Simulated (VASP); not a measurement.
# CuI (Marshite) (F-43m) in VASP: a series of runs, part 2 of 2

VASP 6.6.1.

## 3. Relaxation of cell and atoms, PBEsol

This run uses another cell than the first one, of 26.28 Å³/atom, 0.943 times its volume.

INCAR

```
SYSTEM = CuI
PREC = Accurate
ENCUT = 600
EDIFF = 1E-7
ISMEAR = 0
SIGMA = 0.03
LREAL = .FALSE.
LASPH = .TRUE.
NELM = 80
ALGO = Normal
ISIF = 3
LWAVE = .FALSE.
LCHARG = .FALSE.
GGA = PS
IBRION = 2
NSW = 90
EDIFFG = -0.005
```

KPOINTS

```
regular mesh
0
G
  8 8 8
  0 0 0
```

POSCAR

```
CuI                                     
1.0
   -0.0000000000      2.9729987622      2.9729987622
    2.9729987622      0.0000000000      2.9729987622
    2.9729987622      2.9729987622     -0.0000000000
  Cu              I             
     1     1
Direct
     0.2500000000000000    0.2500000000000000    0.2500000000000000
     0.0000000000000000    0.0000000000000000    0.0000000000000000
```

Potentials or basis: VASP PAW PBE potentials, release 64 (Cu, I).

Launch:

```console
$ cat potpaw_PBE.64/Cu/POTCAR potpaw_PBE.64/I/POTCAR > POTCAR
$ mpirun -np 1 vasp_std > vasp.out
```

OUTCAR:

```text
SYSTEM = CuI
   PREC = Accurate
   ENCUT = 600
   EDIFF = 1E-7
   ISMEAR = 0
   LREAL = .FALSE.
   LASPH = .TRUE.
   NELM = 80
   ISIF = 3
   GGA = PS
   IBRION = 2
   NSW = 90
   EDIFFG = -0.005

 ion  position               nearest neighbor table
   1  0.250  0.250  0.250-   2 2.57   2 2.57   2 2.57   2 2.57
   2  0.000  0.000  0.000-   1 2.57   1 2.57   1 2.57   1 2.57

  LATTYP: Found a face centered cubic cell.
 ALAT       =     5.9459975244

  Lattice vectors:

 A1 = (   0.0000000000,   2.9729987622,   2.9729987622)
 A2 = (   2.9729987622,   0.0000000000,   2.9729987622)
 A3 = (   2.9729987622,   2.9729987622,   0.0000000000)

Analysis of symmetry for initial positions (statically):
=====================================================================
 Subroutine PRICEL returns:
 Original cell was already a primitive cell.

 Routine SETGRP: Setting up the symmetry group for a
 face centered cubic supercell.

 Subroutine GETGRP returns: Found 24 space group operations
 (whereof 24 operations were pure point group operations)
 out of a pool of 48 trial point group operations.

The static configuration has the point symmetry T_d .

Analysis of symmetry for dynamics (positions and initial velocities):
=====================================================================
 Subroutine PRICEL returns:
 Original cell was already a primitive cell.

 Routine SETGRP: Setting up the symmetry group for a
 face centered cubic supercell.

 Subroutine GETGRP returns: Found 24 space group operations
 (whereof 24 operations were pure point group operations)
 out of a pool of 48 trial point group operations.

The dynamic configuration has the point symmetry T_d .

 Subroutine INISYM returns: Found 24 space group operations
 (whereof 24 operations are pure point group operations),
 and found     1 'primitive' translations

[... 119 lines left out ...]
   GGA     = PS    functional components
   LHFCALC =     F    Hartree Fock is set to
   AEXX    =    0.0000 exact exchange contribution
   IVDW    =     0    specifies the selected vdW correction
   LEPSILON=     F    determine dielectric tensor
   LRPA    =     F    only Hartree local field effects (RPA)
 conjugate gradient relaxation of ions
 non-spin polarized calculation
 Gauss-broadening in eV      SIGMA  =   0.03
  energy-cutoff  :      600.00
  volume of cell :       52.56
 maximum number of plane-waves:      1807
 NGX is ok and might be reduce to    36
   NGX = 17   NGY = 17   NGZ = 17

 number of electron      17.9999991 magnetization

 Free energy of the ion-electron system (eV)
  ---------------------------------------------------
  ext. energy  EPLUGINS =         0.00000000
  ---------------------------------------------------
  free energy    TOTEN  =        -6.32073521 eV

  energy without entropy =       -6.32073521  energy(sigma->0) =       -6.32073521

 E-fermi :   5.1001     XC(G=0):  -9.4112

 val. band max:        4.9332211163   @ k =   0.0000   0.0000   0.0000
 cond. band min:       6.1200255983   @ k =   0.0000   0.0000   0.0000
 fundamental gap:      1.1868044820
 Fermi energy:         5.1000767700

 k-point     1 :       0.0000    0.0000    0.0000
  band No.  band energies     occupation
      1      -9.4157      2.00000
      2       1.0120      2.00000
      3       1.0120      2.00000
      4       1.0120      2.00000
      5       2.8046      2.00000
      6       2.8046      2.00000
      7       4.9332      2.00000
      8       4.9332      2.00000
      9       4.9332      2.00000
     10       6.1200      0.00000
     11       9.6964      0.00000
     12       9.6964      0.00000
     13       9.6964      0.00000
[... 354 lines left out ...]
  band No.  band energies     occupation
      1      -8.6607      2.00000
      2      -0.7567      2.00000
      3       0.4540      2.00000
      4       1.0082      2.00000
      5       2.7300      2.00000
      6       2.8154      2.00000
      7       2.9421      2.00000
      8       3.4280      2.00000
      9       3.7714      2.00000
     10       8.4993      0.00000
     11       9.4455      0.00000
     12      11.1878      0.00000
     13      12.3919      0.00000

 [... further k-points ...]
[... 5 lines left out ...]
  --------------------------------------------------------------------------------------
  -------------------------------------------------------------------------------------
  Total       -0.0083263     -0.0083263     -0.0083263      0.0000000      0.0000000      0.0000000
  in kB       -0.2538336     -0.2538336     -0.2538336      0.0000000      0.0000000      0.0000000
  external PRESSURE =      -0.2538336 kB  Pullay stress =       0.0000000 kB

 VOLUME and BASIS-vectors are now :
 -----------------------------------------------------------------------------
  energy-cutoff  :      600.00
  volume of cell :       52.56
      direct lattice vectors                 reciprocal lattice vectors
     0.000000000  2.972998762  2.972998762    -0.168180359  0.168180359  0.168180359
     2.972998762  0.000000000  2.972998762     0.168180359 -0.168180359  0.168180359
     2.972998762  2.972998762  0.000000000     0.168180359  0.168180359 -0.168180359

 POSITION                                       TOTAL-FORCE (eV/Angst)
 -----------------------------------------------------------------------------------
      1.48650      1.48650      1.48650        -0.000000     -0.000000     -0.000000
      0.00000      0.00000      0.00000         0.000000      0.000000      0.000000
 -----------------------------------------------------------------------------------
    total drift:                                0.000000      0.000000      0.000000

  FREE ENERGIE OF THE ION-ELECTRON SYSTEM (eV)
  ---------------------------------------------------
  free  energy   TOTEN  =        -6.3207352089 eV

  energy  without entropy=       -6.3207352089  energy(sigma->0) =       -6.32073521

 reached required accuracy - stopping structural energy minimisation
```

Wall time 28 s (1 thread of Intel Xeon Platinum 8559C (Emerald Rapids), shared host); peak memory 0.21 GiB.

Results:

```
Free energy             : -6.3207 eV
Pressure after relaxing : 0.0 GPa
Band gap on the k mesh  : 1.19 eV, direct
```

Final structure:
```
Cu I
1.0
     0.00000    2.97300    2.97300
     2.97300    0.00000    2.97300
     2.97300    2.97300    0.00000
Cu I
1 1
Direct
  0.25000 0.25000 0.25000
  0.00000 0.00000 0.00000
```

Caveat: the relaxation stopped at its first step, so nothing moved; the PAW data sets were made with another functional, which shifts forces and pressure a little; spin-orbit coupling is left out, which moves the levels of the heavy elements. A hybrid or GW would open this gap; PBEsol tends to underestimate it.

## 4. Relaxation of the atoms, PBEsol (a relaxed cell with its volume scaled by 0.94)

INCAR

```
SYSTEM = CuI
PREC = Accurate
ENCUT = 600
EDIFF = 1E-7
ISMEAR = 0
SIGMA = 0.03
LREAL = .FALSE.
LASPH = .TRUE.
NELM = 80
ALGO = Fast
ISIF = 2
LWAVE = .FALSE.
LCHARG = .FALSE.
GGA = PS
IBRION = 2
NSW = 40
EDIFFG = -0.01
```

KPOINTS is that of step 3.

POSCAR

```
CuI                                     
1.0
    0.0000000000      2.9123082887      2.9123082887
    2.9123082887      0.0000000000      2.9123082887
    2.9123082887      2.9123082887      0.0000000000
  Cu              I             
     1     1
Direct
     0.2500000000000000    0.2500000000000000    0.2500000000000000
     0.0000000000000000    0.0000000000000000    0.0000000000000000
```

Launch:

```console
$ cat potpaw_PBE.64/Cu/POTCAR potpaw_PBE.64/I/POTCAR > POTCAR
$ mpirun -np 1 vasp_std > vasp.out
```

Wall time 21 s (1 thread of Intel Xeon Platinum 8559C (Emerald Rapids), shared host); peak memory 0.21 GiB.

Results (log left out):

- Free energy: -6.2885 eV
- Pressure after relaxing: 3.5 GPa
- Band gap on the k mesh: 1.37 eV, direct

Final structure:
```
Cu I
1.0
     0.00000    2.91231    2.91231
     2.91231    0.00000    2.91231
     2.91231    2.91231    0.00000
Cu I
1 1
Direct
  0.25000 0.25000 0.25000
  0.00000 0.00000 0.00000
```

Levels at points of the mesh, in eV from the valence-band top:
```csv
k point,band 5,band 6,band 7,band 8,band 9,band 10,band 11,band 12,band 13
"(0.00, 0.00, 0.00)",-2.43,-2.43,0.00,0.00,0.00,1.37,4.68,4.68,4.68
"(0.50, 0.00, 0.00)",-2.40,-2.40,-2.34,-0.93,-0.93,2.17,5.26,5.26,7.37
"(0.50, 0.50, 0.00)",-2.49,-2.35,-2.33,-1.99,-1.99,2.35,2.74,10.00,10.35
```

Caveat: the relaxation stopped at its first step, so nothing moved; the PAW data sets were made with another functional, which shifts forces and pressure a little; spin-orbit coupling is left out, which moves the levels of the heavy elements.

## 5. Relaxation of the atoms, PBEsol (a relaxed cell with its volume scaled by 0.96)

INCAR is that of step 4.

KPOINTS is that of step 4.

POSCAR

```
CuI                                     
1.0
    0.0000000000      2.9328181777      2.9328181777
    2.9328181777      0.0000000000      2.9328181777
    2.9328181777      2.9328181777      0.0000000000
  Cu              I             
     1     1
Direct
     0.2500000000000000    0.2500000000000000    0.2500000000000000
     0.0000000000000000    0.0000000000000000    0.0000000000000000
```

Launch:

```console
$ cat potpaw_PBE.64/Cu/POTCAR potpaw_PBE.64/I/POTCAR > POTCAR
$ mpirun -np 1 vasp_std > vasp.out
```

Wall time 22 s (1 thread of Intel Xeon Platinum 8559C (Emerald Rapids), shared host); peak memory 0.21 GiB.

Results (log left out):

| Property | Result |
| --- | --- |
| Free energy | -6.3071 eV |
| Pressure after relaxing | 2.2 GPa |
| Band gap on the k mesh | 1.31 eV, direct |

Final structure:
```
Cu I
1.0
     0.00000    2.93282    2.93282
     2.93282    0.00000    2.93282
     2.93282    2.93282    0.00000
Cu I
1 1
Direct
  0.25000 0.25000 0.25000
  0.00000 0.00000 0.00000
```

Levels at points of the mesh, in eV from the valence-band top:
```tsv
k point	band 5	band 6	band 7	band 8	band 9	band 10	band 11	band 12	band 13
(0.00, 0.00, 0.00)	-2.32	-2.32	0.00	0.00	0.00	1.31	4.71	4.71	4.71
(0.50, 0.00, 0.00)	-2.29	-2.29	-2.24	-0.89	-0.89	2.16	5.28	5.28	7.36
(0.50, 0.50, 0.00)	-2.38	-2.25	-2.22	-1.90	-1.90	2.39	2.77	9.82	10.24
```

Caveat: the relaxation stopped at its first step, so nothing moved; the PAW data sets were made with another functional, which shifts forces and pressure a little; spin-orbit coupling is left out, which moves the levels of the heavy elements.

## 6. Relaxation of the atoms, PBEsol (a relaxed cell with its volume scaled by 0.98)

INCAR is that of step 5.

KPOINTS is that of step 5.

POSCAR

```
CuI                                     
1.0
    0.0000000000      2.9530451492      2.9530451492
    2.9530451492      0.0000000000      2.9530451492
    2.9530451492      2.9530451492      0.0000000000
  Cu              I             
     1     1
Direct
     0.2500000000000000    0.2500000000000000    0.2500000000000000
     0.0000000000000000    0.0000000000000000    0.0000000000000000
```

Potentials or basis: VASP PAW PBE potentials, release 64 (Cu, I).

Launch:

```console
$ cat potpaw_PBE.64/Cu/POTCAR potpaw_PBE.64/I/POTCAR > POTCAR
$ mpirun -np 1 vasp_std > vasp.out
```

It took 19 s on 1 thread of Intel Xeon Platinum 8559C (Emerald Rapids), shared host; peak memory 0.21 GiB.

Results (log left out):

```yaml
Free_energy: -6.3176 eV
Pressure_after_relaxing: 1.0 GPa
Band_gap_on_the_k_mesh: 1.25 eV, direct
```

Final structure:
```
Cu I
1.0
     0.00000    2.95305    2.95305
     2.95305    0.00000    2.95305
     2.95305    2.95305    0.00000
Cu I
1 1
Cartesian
  1.4765 1.4765 1.4765
  0.0000 0.0000 0.0000
```

Levels at points of the mesh, in eV from the valence-band top:
```tsv
k point	band 6	band 7	band 8	band 9	band 10	band 11	band 12	band 13
(0.00, 0.00, 0.00)	-2.22	0.00	0.00	0.00	1.25	4.74	4.74	4.74
(0.50, 0.00, 0.00)	-2.19	-2.14	-0.85	-0.85	2.14	5.30	5.30	7.35
(0.50, 0.50, 0.00)	-2.15	-2.13	-1.81	-1.81	2.44	2.79	9.64	10.12
```

Caveat: the relaxation stopped at its first step, so nothing moved; the PAW data sets were made with another functional, which shifts forces and pressure a little; spin-orbit coupling is left out, which moves the levels of the heavy elements.

## 7. The runs side by side

| task | cell | gap on the mesh (eV) | pressure (GPa) |
| --- | --- | --- | --- |
| relaxation of cell and atoms | relaxed | 1.19 | 0.0 |
| relaxation of the atoms | atoms relaxed from: a relaxed cell with its volume scaled by 0.94 | 1.37 | 3.5 |
| relaxation of the atoms | atoms relaxed from: a relaxed cell with its volume scaled by 0.96 | 1.31 | 2.2 |
| relaxation of the atoms | atoms relaxed from: a relaxed cell with its volume scaled by 0.98 | 1.25 | 1.0 |

Alike in all rows: level PBEsol; potentials or basis VASP PAW PBE potentials, release 64 (Cu, I); no spin polarisation; k mesh 8 × 8 × 8; cutoff (eV) 600; smearing gaussian 0.03 eV.

Caveats: the relaxation stopped at its first step, so nothing moved; the PAW data sets were made with another functional, which shifts forces and pressure a little; spin-orbit coupling is left out, which moves the levels of the heavy elements.

Absolute energies hang on the potentials; compare differences alone.
